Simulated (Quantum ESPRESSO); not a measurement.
# GaP (F-43m) in Quantum ESPRESSO: further runs

The runs below take GaP through single point, equation of state, with PBEsol.

Program: Quantum ESPRESSO 7.5. These are calculated values, not measurements. Logs are shortened: lines on timing, memory, paths and dates and some standing lists are left out, and cuts for length are marked.

**The experiment to reproduce.**

“Phosphorous dimerization in GaP at high pressure”, 2017, arxiv:1709.06667 reports, for a bulk crystal of GaP: bulk modulus 87.5 ± 0.6 GPa.

The results are compared with them further down.

## Step 1: Starting point

The structure is cubic, space group F-43m (No. 216). Conventional cell: a = 5.451 Å, b = 5.451 Å, c = 5.451 Å, α = 90.00°, β = 90.00°, γ = 90.00°. Ga (site symmetry -43m) has 4 P at 2.36 Å as nearest neighbours. Around P (site symmetry -43m) lie 4 Ga at 2.36 Å.

## Step 2: Single point, PBEsol, 19.03 Å³/atom

Contents of pw.in:

```
&CONTROL
  calculation = 'scf'
  prefix = 'pwscf'
  outdir = './tmp'
  pseudo_dir = './pseudo'
  tprnfor = .true.
  tstress = .true.
  disk_io = 'nowf'
/
&SYSTEM
  ibrav = 0
  nat = 2
  ntyp = 2
  ecutwfc = 80
  nbnd = 15
  occupations = 'smearing'
  smearing = 'fd'
  degauss = 0.00367493
/
&ELECTRONS
  conv_thr = 4d-10
  electron_maxstep = 120
  mixing_beta = 0.5
/
ATOMIC_SPECIES
Ga    69.7230 Ga.upf
P     30.9738 P.upf
CELL_PARAMETERS angstrom
   0.0000000000    2.6696170428    2.6696170428
   2.6696170428    0.0000000000    2.6696170428
   2.6696170428    2.6696170428    0.0000000000
ATOMIC_POSITIONS crystal
Ga     0.0000000000    0.0000000000    0.0000000000
P      0.7500000000    0.7500000000    0.7500000000
K_POINTS automatic
8 8 8 0 0 0
```

Potentials or basis: PseudoDojo 0.4.1 SR PBEsol standard.

Command:

```sh
$ OMP_NUM_THREADS=1 pw.x -in pw.in > pw.out
```

pw.out:

```text
This program is part of the open-source Quantum ESPRESSO suite
     for quantum simulation of materials; please cite
[... 9 lines left out ...]
     --------------------
     sticks:   dense  smooth     PW     G-vecs:    dense   smooth      PW
     Sum        1135    1135    337                24933    24933    4015

     Using Slab Decomposition

     bravais-lattice index     =            0
     lattice parameter (alat)  =       7.1345  a.u.
     unit-cell volume          =     256.7873 (a.u.)^3
     number of atoms/cell      =            2
     number of atomic types    =            2
     number of electrons       =        18.00
     number of Kohn-Sham states=           15
     kinetic-energy cutoff     =      80.0000  Ry
     charge density cutoff     =     320.0000  Ry
     scf convergence threshold =      4.0E-10
     mixing beta               =       0.5000
     number of iterations used =            8  plain     mixing
     Exchange-correlation= PBESOL
                           (   1   4  10   8   0   0   0)

     celldm(1)=   7.134488  celldm(2)=   0.000000  celldm(3)=   0.000000
     celldm(4)=   0.000000  celldm(5)=   0.000000  celldm(6)=   0.000000

     crystal axes: (cart. coord. in units of alat)
               a(1) = (   0.000000   0.707107   0.707107 )
               a(2) = (   0.707107   0.000000   0.707107 )
               a(3) = (   0.707107   0.707107   0.000000 )

     reciprocal axes: (cart. coord. in units 2 pi/alat)
               b(1) = ( -0.707107  0.707107  0.707107 )
               b(2) = (  0.707107 -0.707107  0.707107 )
               b(3) = (  0.707107  0.707107 -0.707107 )

     PseudoPot. # 1 for Ga read from file:
     Ga.upf
     Pseudo is Norm-conserving + core correction, Zval = 13.0
     Generated using ONCVPSP code by D. R. Hamann
     Using radial grid of 1902 points,  6 beta functions with:
                l(1) =   0
                l(2) =   0
                l(3) =   1
                l(4) =   1
                l(5) =   2
                l(6) =   2

     PseudoPot. # 2 for P  read from file:
     P.upf
     Pseudo is Norm-conserving + core correction, Zval =  5.0
     Generated using ONCVPSP code by D. R. Hamann
     Using radial grid of 1298 points,  6 beta functions with:
                l(1) =   0
                l(2) =   0
                l(3) =   1
                l(4) =   1
                l(5) =   2
                l(6) =   2

     atomic species   valence    mass     pseudopotential
     Ga               13.00    69.72300     Ga( 1.00)
     P                 5.00    30.97380     P ( 1.00)

     24 Sym. Ops. (no inversion) found

   Cartesian axes

     site n.     atom                  positions (alat units)
         1        Ga     tau(   1) = (   0.0000000   0.0000000   0.0000000  )
         2        P      tau(   2) = (   1.0606602   1.0606602   1.0606602  )

     number of k points=    29  Fermi-Dirac smearing, width (Ry)=  0.0037
                       cart. coord. in units 2pi/alat
        k(    1) = (   0.0000000   0.0000000   0.0000000), wk =   0.0039062
        k(    2) = (   0.0883883   0.0883883  -0.0883883), wk =   0.0312500
        k(    3) = (   0.1767767   0.1767767  -0.1767767), wk =   0.0312500
        k(    4) = (   0.2651650   0.2651650  -0.2651650), wk =   0.0312500
        k(    5) = (  -0.3535534  -0.3535534   0.3535534), wk =   0.0156250
        k(    6) = (   0.1767767   0.0000000   0.0000000), wk =   0.0234375
[... 21 lines left out ...]
        k(   28) = (  -0.7071068   0.1767767  -0.0000000), wk =   0.0468750
        k(   29) = (  -0.7071068   0.3535534   0.0000000), wk =   0.0234375

     Dense  grid:    24933 G-vectors     FFT dimensions: (  45,  45,  45)

     Initial potential from superposition of free atoms

     starting charge      17.9974, renormalised to      18.0000
     Starting wfcs are   13 randomized atomic wfcs +    2 random wfcs

     Self-consistent Calculation

     iteration #  1     ecut=    80.00 Ry     beta= 0.50
     Davidson diagonalization with overlap
     ethr =  1.00E-02,  avg # of iterations =  4.7

     Threshold (ethr) on eigenvalues was too large:
     Diagonalizing with lowered threshold

     Davidson diagonalization with overlap
     ethr =  3.93E-04,  avg # of iterations =  2.1

     total energy              =    -166.59176461 Ry
     estimated scf accuracy    <       0.07104049 Ry

     iteration #  2     ecut=    80.00 Ry     beta= 0.50
     Davidson diagonalization with overlap
     ethr =  3.95E-04,  avg # of iterations =  2.0
[... 43 lines left out ...]
     total energy              =    -166.60191552 Ry
     estimated scf accuracy    <          6.5E-09 Ry

     iteration #  9     ecut=    80.00 Ry     beta= 0.50
     Davidson diagonalization with overlap
     ethr =  1.98E-11,  avg # of iterations =  2.0

     End of self-consistent calculation

          k = 0.0000 0.0000 0.0000 (  3119 PWs)   bands (ev):

    -6.3384  -6.3384  -6.3384  -6.2183  -6.2183  -4.6448   8.3613   8.3613
     8.3613  10.6088  12.1647  12.1647  12.1647  17.2160  18.1400

          k = 0.0884 0.0884-0.0884 (  3092 PWs)   bands (ev):

    -6.3571  -6.3326  -6.3326  -6.2184  -6.2184  -4.4236   6.6893   8.1041
     8.1041  11.0601  12.5461  12.5461  12.9113  17.4709  17.4710
[... 83 lines left out ...]
    -6.4725  -6.2710  -6.2642  -6.2551  -6.1955  -1.6097   1.6472   4.9040
     5.6164  10.0453  11.1010  17.4646  17.7486  19.9459  20.4595

          k = 0.0000-0.5303 0.5303 (  3108 PWs)   bands (ev):

    -6.4633  -6.2830  -6.2691  -6.2433  -6.2034  -1.3842   1.4873   4.0274
     5.8931  10.3640  13.1813  16.7636  16.7850  17.9833  18.7829

          k =-0.7071 0.0000 0.0000 (  3138 PWs)   bands (ev):

    -6.4817  -6.2654  -6.2580  -6.2580  -6.1915  -1.3552   1.2557   5.4281
     5.4281   9.7455  10.0071  19.3388  19.3388  20.0099  21.4717

          k = 0.3536 0.1768 0.0000 (  3090 PWs)   bands (ev):

    -6.4232  -6.3059  -6.3009  -6.2326  -6.2072  -3.2673   3.8701   5.7166
     6.9674  11.6272  12.5921  13.6740  14.9936  17.0073  19.6274

          k =-0.2652-0.4419 0.6187 (  3093 PWs)   bands (ev):
[... 16 lines left out ...]
    -6.4588  -6.2898  -6.2701  -6.2393  -6.2054  -1.4960   1.6251   4.2799
     5.4126  11.4962  13.2873  14.6058  16.6492  18.2500  20.9287

          k = 0.0000-0.3536 0.5303 (  3106 PWs)   bands (ev):

    -6.4517  -6.2966  -6.2754  -6.2321  -6.2104  -1.7075   1.8508   4.1113
     5.8050  11.9514  13.9008  14.0042  16.4992  17.4935  19.2125

          k =-0.7071 0.1768-0.0000 (  3118 PWs)   bands (ev):

    -6.4713  -6.2738  -6.2660  -6.2493  -6.1981  -1.2959   1.3648   4.8903
     4.9547  10.9501  11.2256  17.0504  17.1487  20.3002  20.4277

          k =-0.7071 0.3536 0.0000 (  3112 PWs)   bands (ev):

    -6.4590  -6.2913  -6.2663  -6.2377  -6.2079  -1.2341   1.4925   4.4321
     4.5761  12.9741  13.4480  14.3755  14.5545  20.4040  20.4182

     the Fermi energy is     9.0366 ev

!    total energy              =    -166.60191552 Ry
     estimated scf accuracy    <          2.3E-11 Ry
     smearing contrib. (-TS)   =      -0.00000000 Ry
     internal energy E=F+TS    =    -166.60191552 Ry

     The total energy is F=E-TS. E is the sum of the following terms:
     one-electron contribution =     -73.61600432 Ry
     hartree contribution      =      51.09156388 Ry
     xc contribution           =     -45.58932480 Ry
     ewald contribution        =     -98.48815028 Ry

     convergence has been achieved in   9 iterations

     Forces acting on atoms (cartesian axes, Ry/au):

     atom    1 type  1   force =    -0.00000000    0.00000000   -0.00000000
     atom    2 type  2   force =     0.00000000   -0.00000000    0.00000000

     Total force =     0.000000     Total SCF correction =     0.000000

     Computing stress (Cartesian axis) and pressure

          total   stress  (Ry/bohr**3)                   (kbar)     P=       53.30
   0.00036230   0.00000000  -0.00000000           53.30        0.00       -0.00
  -0.00000000   0.00036230   0.00000000           -0.00       53.30        0.00
  -0.00000000  -0.00000000   0.00036230           -0.00       -0.00       53.30

=------------------------------------------------------------------------------=
   JOB DONE.
=------------------------------------------------------------------------------=
```

Wall time 18 s (1 thread of Intel Xeon Platinum 8488C (Sapphire Rapids), shared host); peak memory 0.08 GiB.

Results:

```yaml
Free_energy: -2266.7345 eV
Pressure: 5.3 GPa
Band_gap_on_the_k_mesh: 1.38 eV, indirect (least direct gap 2.25 eV)
```

## Step 3: Single point, PBEsol, 19.43 Å³/atom

Changes to pw.in since step 2:

```diff
@@ -28,5 +28,5 @@
 CELL_PARAMETERS angstrom
-   0.0000000000    2.6696170428    2.6696170428
-   2.6696170428    0.0000000000    2.6696170428
-   2.6696170428    2.6696170428    0.0000000000
+   0.0000000000    2.6884177822    2.6884177822
+   2.6884177822    0.0000000000    2.6884177822
+   2.6884177822    2.6884177822    0.0000000000
 ATOMIC_POSITIONS crystal
```

Potentials or basis: PseudoDojo 0.4.1 SR PBEsol standard.

Command:

```sh
$ OMP_NUM_THREADS=1 pw.x -in pw.in > pw.out
```

It took 18 s on 1 thread of Intel Xeon Platinum 8488C (Sapphire Rapids), shared host; peak memory 0.08 GiB.

Results (log left out):

```yaml
Free_energy: -2266.7561 eV
Pressure: 3.2 GPa
Band_gap_on_the_k_mesh: 1.43 eV, indirect (least direct gap 2.07 eV)
```

## Step 4: Single point, PBEsol, 19.84 Å³/atom

Changes to pw.in since step 3:

```diff
@@ -28,5 +28,5 @@
 CELL_PARAMETERS angstrom
-   0.0000000000    2.6884177822    2.6884177822
-   2.6884177822    0.0000000000    2.6884177822
-   2.6884177822    2.6884177822    0.0000000000
+   0.0000000000    2.7069591804    2.7069591804
+   2.7069591804    0.0000000000    2.7069591804
+   2.7069591804    2.7069591804    0.0000000000
 ATOMIC_POSITIONS crystal
```

Command:

```sh
$ OMP_NUM_THREADS=1 pw.x -in pw.in > pw.out
```

Wall time 18 s (1 thread of Intel Xeon Platinum 8488C (Sapphire Rapids), shared host); peak memory 0.08 GiB.

It converged, with:

- Free energy: -2266.7672 eV
- Pressure: 1.2 GPa
- Band gap on the k mesh: 1.48 eV, indirect (least direct gap 1.90 eV)

## Step 5: Single point, PBEsol, 20.24 Å³/atom

Changes to pw.in since step 4:

```diff
@@ -28,5 +28,5 @@
 CELL_PARAMETERS angstrom
-   0.0000000000    2.7069591804    2.7069591804
-   2.7069591804    0.0000000000    2.7069591804
-   2.7069591804    2.7069591804    0.0000000000
+   0.0000000000    2.7252500000    2.7252500000
+   2.7252500000    0.0000000000    2.7252500000
+   2.7252500000    2.7252500000    0.0000000000
 ATOMIC_POSITIONS crystal
```

Command:

```sh
$ OMP_NUM_THREADS=1 pw.x -in pw.in > pw.out
```

It took 18 s on 1 thread of Intel Xeon Platinum 8488C (Sapphire Rapids), shared host; peak memory 0.08 GiB.

Results (log left out):

```
Free energy            : -2266.7690 eV
Pressure               : -0.5 GPa
Band gap on the k mesh : 1.52 eV, indirect (least direct gap 1.74 eV)
```

## Step 6: Single point, PBEsol, 20.65 Å³/atom

Changes to pw.in since step 5:

```diff
@@ -28,5 +28,5 @@
 CELL_PARAMETERS angstrom
-   0.0000000000    2.7252500000    2.7252500000
-   2.7252500000    0.0000000000    2.7252500000
-   2.7252500000    2.7252500000    0.0000000000
+   0.0000000000    2.7432985392    2.7432985392
+   2.7432985392    0.0000000000    2.7432985392
+   2.7432985392    2.7432985392    0.0000000000
 ATOMIC_POSITIONS crystal
```

Potentials or basis: PseudoDojo 0.4.1 SR PBEsol standard.

Command:

```sh
$ OMP_NUM_THREADS=1 pw.x -in pw.in > pw.out
```

It took 18 s on 1 thread of Intel Xeon Platinum 8488C (Sapphire Rapids), shared host; peak memory 0.08 GiB.

The run converged. Its results:

| Quantity | Value |
| --- | --- |
| Free energy | -2266.7625 eV |
| Pressure | -2.1 GPa |
| Band gap on the k mesh | 1.52 eV, indirect (least direct gap 1.57 eV) |

## Step 7: Single point, PBEsol, 21.05 Å³/atom

Changes to pw.in since step 6:

```diff
@@ -28,5 +28,5 @@
 CELL_PARAMETERS angstrom
-   0.0000000000    2.7432985392    2.7432985392
-   2.7432985392    0.0000000000    2.7432985392
-   2.7432985392    2.7432985392    0.0000000000
+   0.0000000000    2.7611126653    2.7611126653
+   2.7611126653    0.0000000000    2.7611126653
+   2.7611126653    2.7611126653    0.0000000000
 ATOMIC_POSITIONS crystal
```

Command:

```sh
$ OMP_NUM_THREADS=1 pw.x -in pw.in > pw.out
```

Run time: 18 s. Hardware: 1 thread of Intel Xeon Platinum 8488C (Sapphire Rapids), shared host; peak memory 0.08 GiB.

The run converged. Its results:

- Free energy: -2266.7485 eV
- Pressure: -3.5 GPa
- Band gap on the k mesh: 1.42 eV, direct

## Step 8: Single point, PBEsol, 21.45 Å³/atom

Changes to pw.in since step 7:

```diff
@@ -28,5 +28,5 @@
 CELL_PARAMETERS angstrom
-   0.0000000000    2.7611126653    2.7611126653
-   2.7611126653    0.0000000000    2.7611126653
-   2.7611126653    2.7611126653    0.0000000000
+   0.0000000000    2.7786998443    2.7786998443
+   2.7786998443    0.0000000000    2.7786998443
+   2.7786998443    2.7786998443    0.0000000000
 ATOMIC_POSITIONS crystal
```

Command:

```sh
$ OMP_NUM_THREADS=1 pw.x -in pw.in > pw.out
```

Run time: 18 s. Hardware: 1 thread of Intel Xeon Platinum 8488C (Sapphire Rapids), shared host; peak memory 0.08 GiB.

The run converged. Its results:

```yaml
Free_energy: -2266.7278 eV
Pressure: -4.7 GPa
Band_gap_on_the_k_mesh: 1.27 eV, direct
```

## Step 9: Equation of state, PBEsol

Potentials or basis: PseudoDojo 0.4.1 SR PBEsol standard.

No new run: the results of the series are fitted here.

What came out:

| Item | Value |
| --- | --- |
| Equilibrium volume | 20.12 Å³/atom |
| Bulk modulus | 85 GPa |
| Pressure derivative of the bulk modulus | 4.5 |

Energy against volume, from the lowest point:
```
volume (Å³/atom)  energy (meV/atom)
          19.026              17.24
          19.431               6.48
          19.836               0.91
          20.240               0.00
          20.645               3.26
          21.050              10.26
          21.455              20.60
```

## Step 10: Comparison with measurements

Step 9. A measured bulk modulus of GaP is 87.5 GPa (“Phosphorous dimerization in GaP at high pressure”, 2017, arxiv:1709.06667); the calculated 85 GPa misses it by -3.2 %. The fit is for a static lattice scaled at fixed shape and fixed fractional positions.
